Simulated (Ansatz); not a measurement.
# Tin, alpha-Sn (diamond) under r²SCAN: how the Fermi-Dirac smearing moves the result

How small must the Fermi-Dirac smearing width be for energy and pressure to settle? The geometry was relaxed under r²SCAN beforehand and stays fixed; 6 values are run, from 0.01 to 1.0 eV. Wanted are the values from which on the energy stays within 10 and 1 meV/atom, and the pressure within 0.5 GPa, of the narrowest run. Within the series other settings stay, but some runs also write fields, which adds to their time. Spin polarisation is left out.

Program: Ansatz 0.2.0. Level of theory: DFT r²SCAN, plane waves with PAW, scalar-relativistic. These are calculated values, not measurements.

### 1 The system as given

Symmetry: Fd-3m, No. 227, cubic system. The conventional cell has a = 6.568 Å, b = 6.568 Å, c = 6.568 Å, α = 90.00°, β = 90.00°, γ = 90.00°. Sn (site symmetry -43m) is surrounded by 4 Sn at 2.84 Å.

Coordinates:

```cif
data_structure
_symmetry_space_group_name_H-M 'P 1'
_symmetry_Int_Tables_number 1
_cell_length_a 4.6444
_cell_length_b 4.6444
_cell_length_c 4.6444
_cell_angle_alpha 60.000
_cell_angle_beta 60.000
_cell_angle_gamma 60.000
_cell_volume 70.84
loop_
_atom_site_label
_atom_site_type_symbol
_atom_site_fract_x
_atom_site_fract_y
_atom_site_fract_z
_atom_site_occupancy
Sn1 Sn 0.50000 0.50000 0.50000 1
Sn2 Sn 0.75000 0.75000 0.75000 1
```

### 2 With a width of 0.01 eV

The run at 0.01 eV.

The input, input.yaml:

```yaml
crystal:
  lattice:
    - [0.0, 3.2840539893, 3.2840539893]
    - [3.2840539893, 0.0, 3.2840539893]
    - [3.2840539893, 3.2840539893, 0.0]
  atoms:
    - { symbol: Sn, position: [0.5, 0.5, 0.5] }
    - { symbol: Sn, position: [0.75, 0.75, 0.75] }
hamiltonian:
  xc: r2scan
  pseudopotentials:
    kind: paw
    azcp:
      Sn: "pseudopotentials/Sn.paw.azcp"
basis:
  ecutwfc: 500
  fft_grid_basis: typed
kpoints:
  mp_grid: { grid: [8, 8, 8], shift: [0, 0, 0] }
magnetization:
  spin_polarized: false
scf:
  occupations: { method: fermi_dirac, width: 0.01 }
  lower_state_search: "off"
output:
  stress: true
  write_density: true
  write_potential: true
  elf: true
  volumetric_format: npy
```

On the command line:

```
> ansatz run input.yaml --threads 2 --pin off --max-ram 5120MiB --backend cpu --events-out ev --progress --plain --runs-dir out
```

Output, cut to the lines that bear on the results:

```text
Warning: RAYON_NUM_THREADS=2 ignored (pool sized by the plan → 2); use --threads N
[...]
Pseudopotentials: kind: paw
Pseudopotential: Sn, paw, valence charge 14, recommended cutoff 500 eV (meta_gga), <dir>
Functional definition: r2SCAN
[...]
Crystal: 2 atoms, lattice volume = 70.837 Å³
Basis set: ecut = 500 eV, 1807 PW (Γ), exchange–correlation on 144×144×144 points (64 copies of the dense FFT grid, shifted against one another)
Bands: 18, of which v1, the nominal top of the filled ones, is band 14 counted from 1 (13 counted from 0)
Symmetry: 48 space group operations
Space group: Fd-3m (ITA 227), of the structure as read, at distance tolerance 4.1e-5 Å
k-points: 29 of 512
[...]
SCF iter   1: F=-12077.272832 eV  HF=-12077.265059 eV  |F-HF|=7.77e-3  |Δ(HF+E_count)|=         —  Δρ=4.95e-3  dr2=7.23e-3  dr2_τ=4.51e-3  ethr=1.77e-3  ⟨swp⟩=6.3  Hψ=3010  notcnv=0
[...]
SCF iter   6: F=-12077.272749 eV  HF=-12077.272749 eV  |F-HF|=5.29e-10  |Δ(HF+E_count)|=   2.29e-8  Δρ=1.24e-6  dr2=1.19e-9  dr2_τ=8.77e-11  ethr=6.46e-11  ⟨swp⟩=6.3  Hψ=2998  notcnv=0
[...]
SCF converged after 6 iterations
Free energy (F): -12077.272749 eV
[...]
E sigma→0 (E₀):  -12077.272709 eV
Entropy (-TS):   -0.000081 eV (-0.040 meV/atom)
Fermi energy:    7.321344 eV
[...]
--- Stress (GPa, compression-positive) ---
       -0.039168       0.000000      -0.000000
        0.000000      -0.039168       0.000000
       -0.000000      -0.000000      -0.039168
  P = ⅓ Tr σ = -0.0392 GPa (-0.392 kbar)
--- Band table (eV; the first three rows and the last of 29) ---
  k-point 0: bands = ["-15.0829", "-15.0829", "-15.0829", "-15.0241", "-15.0241", "-14.7284", "-14.7284", "-14.7284", "-14.7167", "-14.7167", "-3.5770", "6.6874", "7.3147", "7.3147", "7.3147", "9.5281", "9.5281", "9.5281"]
[...]
```

It took 3.9 s on 2 threads of Arm Neoverse V1, shared host; peak memory 0.55 GiB.

### 3 With a width of 0.03 eV

The run at 0.03 eV.

Edit input.yaml of step 2 so:

```diff
@@ -22,3 +22,3 @@
 scf:
-  occupations: { method: fermi_dirac, width: 0.01 }
+  occupations: { method: fermi_dirac, width: 0.03 }
   lower_state_search: "off"
@@ -26,5 +26 @@
   stress: true
-  write_density: true
-  write_potential: true
-  elf: true
-  volumetric_format: npy
```

On the command line:

```
> ansatz run input.yaml --threads 2 --pin off --max-ram 5120MiB --backend cpu --events-out ev --progress --plain --runs-dir out
```

Output, cut to the lines that bear on the results:

```text
Warning: RAYON_NUM_THREADS=2 ignored (pool sized by the plan → 2); use --threads N
[...]
[... 3 set-up lines as earlier in the session ...]
[...]
Crystal: 2 atoms, lattice volume = 70.837 Å³
Basis set: ecut = 500 eV, 1807 PW (Γ), exchange–correlation on 144×144×144 points (64 copies of the dense FFT grid, shifted against one another)
Bands: 18, of which v1, the nominal top of the filled ones, is band 14 counted from 1 (13 counted from 0)
[... 2 set-up lines as earlier in the session ...]
k-points: 29 of 512
[...]
SCF iter   1: F=-12077.273064 eV  HF=-12077.265355 eV  |F-HF|=7.71e-3  |Δ(HF+E_count)|=         —  Δρ=4.93e-3  dr2=7.19e-3  dr2_τ=4.49e-3  ethr=1.77e-3  ⟨swp⟩=6.2  Hψ=2968  notcnv=0
[...]
SCF iter   6: F=-12077.272985 eV  HF=-12077.272985 eV  |F-HF|=5.20e-10  |Δ(HF+E_count)|=   2.19e-8  Δρ=1.16e-6  dr2=1.04e-9  dr2_τ=7.16e-11  ethr=6.34e-11  ⟨swp⟩=2.7  Hψ=1718  notcnv=0
[...]
SCF converged after 6 iterations
Free energy (F): -12077.272985 eV
[...]
E sigma→0 (E₀):  -12077.272760 eV
Entropy (-TS):   -0.000450 eV (-0.225 meV/atom)
Fermi energy:    7.313315 eV
[...]
--- Stress (GPa, compression-positive) ---
       -0.029693       0.000000      -0.000000
        0.000000      -0.029693      -0.000000
        0.000000       0.000000      -0.029693
  P = ⅓ Tr σ = -0.0297 GPa (-0.297 kbar)
```

It took 3.2 s on 2 threads of Arm Neoverse V1, shared host; peak memory 0.54 GiB.

### 4 With a width of 0.2 eV

The run at 0.2 eV.

Edit input.yaml of step 3 so:

```diff
@@ -22,3 +22,3 @@
 scf:
-  occupations: { method: fermi_dirac, width: 0.03 }
+  occupations: { method: fermi_dirac, width: 0.2 }
   lower_state_search: "off"
```

On the command line:

```
> ansatz run input.yaml --threads 2 --pin off --max-ram 5120MiB --backend cpu --events-out ev --progress --plain --runs-dir out
```

Output, cut to the lines that bear on the results:

```text
Warning: RAYON_NUM_THREADS=2 ignored (pool sized by the plan → 2); use --threads N
band count auto-derived: 19 (N_el = 28.0; filled up to band 14; 18 by the electrons, moments and atoms)
[...]
[... 3 set-up lines as earlier in the session ...]
[...]
Crystal: 2 atoms, lattice volume = 70.837 Å³
Basis set: ecut = 500 eV, 1807 PW (Γ), exchange–correlation on 144×144×144 points (64 copies of the dense FFT grid, shifted against one another)
Bands: 19, of which v1, the nominal top of the filled ones, is band 14 counted from 1 (13 counted from 0)
[... 2 set-up lines as earlier in the session ...]
k-points: 29 of 512
[...]
SCF iter   1: F=-12077.285368 eV  HF=-12077.278240 eV  |F-HF|=7.13e-3  |Δ(HF+E_count)|=         —  Δρ=4.75e-3  dr2=7.03e-3  dr2_τ=4.38e-3  ethr=1.77e-3  ⟨swp⟩=5.6  Hψ=2885  notcnv=0
[...]
SCF iter   7: F=-12077.285426 eV  HF=-12077.285426 eV  |F-HF|=5.56e-9  |Δ(HF+E_count)|=   7.95e-8  Δρ=3.33e-6  dr2=8.50e-9  dr2_τ=8.56e-11  ethr=3.57e-10  ⟨swp⟩=4.9  Hψ=1669  notcnv=0
[...]
SCF converged after 7 iterations
Free energy (F): -12077.285426 eV
[...]
E sigma→0 (E₀):  -12077.269871 eV
Entropy (-TS):   -0.031110 eV (-15.555 meV/atom)
Fermi energy:    7.323816 eV
[...]
--- Stress (GPa, compression-positive) ---
        0.108304       0.000000      -0.000000
       -0.000000       0.108304      -0.000000
        0.000000      -0.000000       0.108304
  P = ⅓ Tr σ = 0.1083 GPa (1.083 kbar)
```

It took 3.5 s on 2 threads of Arm Neoverse V1, shared host; peak memory 0.54 GiB.

### 5 With a width of 0.3 eV

The run at 0.3 eV.

Edit input.yaml of step 4 so:

```diff
@@ -22,3 +22,3 @@
 scf:
-  occupations: { method: fermi_dirac, width: 0.2 }
+  occupations: { method: fermi_dirac, width: 0.3 }
   lower_state_search: "off"
```

On the command line:

```
> ansatz run input.yaml --threads 2 --pin off --max-ram 5120MiB --backend cpu --events-out ev --progress --plain --runs-dir out
```

Output, cut to the lines that bear on the results:

```text
Warning: RAYON_NUM_THREADS=2 ignored (pool sized by the plan → 2); use --threads N
band count auto-derived: 20 (N_el = 28.0; filled up to band 14; 18 by the electrons, moments and atoms)
[...]
[... 3 set-up lines as earlier in the session ...]
[...]
Crystal: 2 atoms, lattice volume = 70.837 Å³
Basis set: ecut = 500 eV, 1807 PW (Γ), exchange–correlation on 144×144×144 points (64 copies of the dense FFT grid, shifted against one another)
Bands: 20, of which v1, the nominal top of the filled ones, is band 14 counted from 1 (13 counted from 0)
[... 2 set-up lines as earlier in the session ...]
k-points: 29 of 512
[...]
SCF iter   1: F=-12077.309772 eV  HF=-12077.303148 eV  |F-HF|=6.62e-3  |Δ(HF+E_count)|=         —  Δρ=4.64e-3  dr2=7.24e-3  dr2_τ=4.28e-3  ethr=1.77e-3  ⟨swp⟩=5.8  Hψ=3021  notcnv=0
[...]
SCF iter   6: F=-12077.309948 eV  HF=-12077.309948 eV  |F-HF|=1.56e-7  |Δ(HF+E_count)|=   3.69e-7  Δρ=1.20e-5  dr2=9.68e-8  dr2_τ=1.85e-9  ethr=3.57e-10  ⟨swp⟩=3.9  Hψ=2520  notcnv=0
[...]
SCF converged after 6 iterations
Free energy (F): -12077.309948 eV
[...]
E sigma→0 (E₀):  -12077.256772 eV
Entropy (-TS):   -0.106352 eV (-53.176 meV/atom)
Fermi energy:    7.337661 eV
[...]
--- Stress (GPa, compression-positive) ---
        0.261491       0.000000      -0.000000
        0.000000       0.261491       0.000000
        0.000000       0.000000       0.261491
  P = ⅓ Tr σ = 0.2615 GPa (2.615 kbar)
```

Run time: 3.4 s. Hardware: 2 threads of Arm Neoverse V1, shared host; peak memory 0.54 GiB.

### 6 With a width of 0.6 eV

The run at 0.6 eV.

Edit input.yaml of step 5 so:

```diff
@@ -22,3 +22,3 @@
 scf:
-  occupations: { method: fermi_dirac, width: 0.3 }
+  occupations: { method: fermi_dirac, width: 0.6 }
   lower_state_search: "off"
```

On the command line:

```
> ansatz run input.yaml --threads 2 --pin off --max-ram 5120MiB --backend cpu --events-out ev --progress --plain --runs-dir out
```

Output, cut to the lines that bear on the results:

```text
Warning: RAYON_NUM_THREADS=2 ignored (pool sized by the plan → 2); use --threads N
band count auto-derived: 23 (N_el = 28.0; filled up to band 14; 18 by the electrons, moments and atoms)
[...]
[... 3 set-up lines as earlier in the session ...]
[...]
Crystal: 2 atoms, lattice volume = 70.837 Å³
Basis set: ecut = 500 eV, 1807 PW (Γ), exchange–correlation on 144×144×144 points (64 copies of the dense FFT grid, shifted against one another)
Bands: 23, of which v1, the nominal top of the filled ones, is band 14 counted from 1 (13 counted from 0)
[... 2 set-up lines as earlier in the session ...]
k-points: 29 of 512
[...]
SCF iter   1: F=-12077.564999 eV  HF=-12077.560557 eV  |F-HF|=4.44e-3  |Δ(HF+E_count)|=         —  Δρ=4.41e-3  dr2=1.11e-2  dr2_τ=3.79e-3  ethr=1.77e-3  ⟨swp⟩=7.6  Hψ=3672  notcnv=0
[...]
SCF iter   7: F=-12077.565802 eV  HF=-12077.565802 eV  |F-HF|=5.24e-10  |Δ(HF+E_count)|=   2.18e-7  Δρ=1.59e-6  dr2=1.51e-9  dr2_τ=5.19e-11  ethr=3.57e-10  ⟨swp⟩=4.4  Hψ=1837  notcnv=0
[...]
SCF converged after 7 iterations
Free energy (F): -12077.565802 eV
[...]
E sigma→0 (E₀):  -12077.137680 eV
Entropy (-TS):   -0.856244 eV (-428.122 meV/atom)
Fermi energy:    7.306327 eV
[...]
--- Stress (GPa, compression-positive) ---
        1.396505      -0.000000       0.000000
       -0.000000       1.396505      -0.000000
        0.000000       0.000000       1.396505
  P = ⅓ Tr σ = 1.3965 GPa (13.965 kbar)
```

It took 4 s on 2 threads of Arm Neoverse V1, shared host; peak memory 0.55 GiB.

### 7 With a width of 1.0 eV

The run at 1.0 eV.

Edit input.yaml of step 6 so:

```diff
@@ -22,3 +22,3 @@
 scf:
-  occupations: { method: fermi_dirac, width: 0.6 }
+  occupations: { method: fermi_dirac, width: 1.0 }
   lower_state_search: "off"
@@ -26 +26,5 @@
   stress: true
+  write_density: true
+  write_potential: true
+  elf: true
+  volumetric_format: npy
```

On the command line:

```
> ansatz run input.yaml --threads 2 --pin off --max-ram 5120MiB --backend cpu --events-out ev --progress --plain --runs-dir out
```

Output, cut to the lines that bear on the results:

```text
Warning: RAYON_NUM_THREADS=2 ignored (pool sized by the plan → 2); use --threads N
band count auto-derived: 29 (N_el = 28.0; filled up to band 14; 18 by the electrons, moments and atoms)
[...]
[... 3 set-up lines as earlier in the session ...]
[...]
Crystal: 2 atoms, lattice volume = 70.837 Å³
Basis set: ecut = 500 eV, 1807 PW (Γ), exchange–correlation on 144×144×144 points (64 copies of the dense FFT grid, shifted against one another)
Bands: 29, of which v1, the nominal top of the filled ones, is band 14 counted from 1 (13 counted from 0)
[... 2 set-up lines as earlier in the session ...]
k-points: 29 of 512
[...]
SCF iter   1: F=-12078.465157 eV  HF=-12078.464803 eV  |F-HF|=3.54e-4  |Δ(HF+E_count)|=         —  Δρ=5.34e-3  dr2=2.79e-2  dr2_τ=3.18e-3  ethr=1.77e-3  ⟨swp⟩=9.1  Hψ=4766  notcnv=0
[...]
SCF iter   6: F=-12078.468607 eV  HF=-12078.468607 eV  |F-HF|=1.06e-7  |Δ(HF+E_count)|=   4.33e-6  Δρ=1.13e-5  dr2=7.83e-8  dr2_τ=1.28e-9  ethr=3.57e-10  ⟨swp⟩=9.8  Hψ=6059  notcnv=0
[...]
SCF converged after 6 iterations
Free energy (F): -12078.468607 eV
[...]
E sigma→0 (E₀):  -12076.931224 eV
Entropy (-TS):   -3.074765 eV (-1537.383 meV/atom)
Fermi energy:    7.244448 eV
[...]
--- Stress (GPa, compression-positive) ---
        3.981600       0.000000      -0.000000
       -0.000000       3.981600      -0.000000
       -0.000000       0.000000       3.981600
  P = ⅓ Tr σ = 3.9816 GPa (39.816 kbar)
--- Band table (eV; the first three rows and the last of 29) ---
[...]
```

Run time: 5.8 s. Hardware: 2 threads of Arm Neoverse V1, shared host; peak memory 0.55 GiB.

### 8 Convergence table

Energies count from the run at 0.01 eV.

```tsv
smearing (eV)	F (meV/atom)	E(σ → 0) (meV/atom)	P (GPa)	SCF cycles	CPU time
0.01	0.00	0.00	-0.04	6	7.6 s
0.03	-0.12	-0.03	-0.03	6	6.2 s
0.2	-6.34	1.42	0.11	7	6.7 s
0.3	-18.60	7.97	0.26	6	6.5 s
0.6	-146.53	67.51	1.40	7	7.6 s
1.0	-597.93	170.74	3.98	6	11 s
```

### 9 Summary of results

```
                                           quantity                       value
       E(σ → 0) stays within 10 meV/atom of 0.01 eV                up to 0.3 eV
                   E(σ → 0) stays within 1 meV/atom               up to 0.03 eV
                      pressure stays within 0.5 GPa                up to 0.3 eV
                                pressure at 0.01 eV                   -0.04 GPa
energy of a separate run on a finer mesh (14×14×14)  -4.0 meV/atom from 0.01 eV
```

In words: At 1.0 eV the energy differs by +170.7 meV/atom and the pressure by +4.0 GPa. The free energy F moves by -597.9 meV/atom over the range, and the estimate for σ → 0 by +170.7. In theory F falls as the square of the width under this scheme, but here the ratio is not steady: the mesh at narrow widths, or a density of states that varies over the wide ones, can both cause that. The mesh (8×8×8) is fixed, so the narrowest widths carry a k-point error of their own. The yardstick itself is unsettled by 4.0 meV/atom against the finer mesh, so the thresholds above hold only within this series, and wider smearing, which averages over more states, can land nearer the fine-mesh value than the narrowest does. The cell taken over is 4 % larger than the measured one (34.19 Å³/atom, COD).
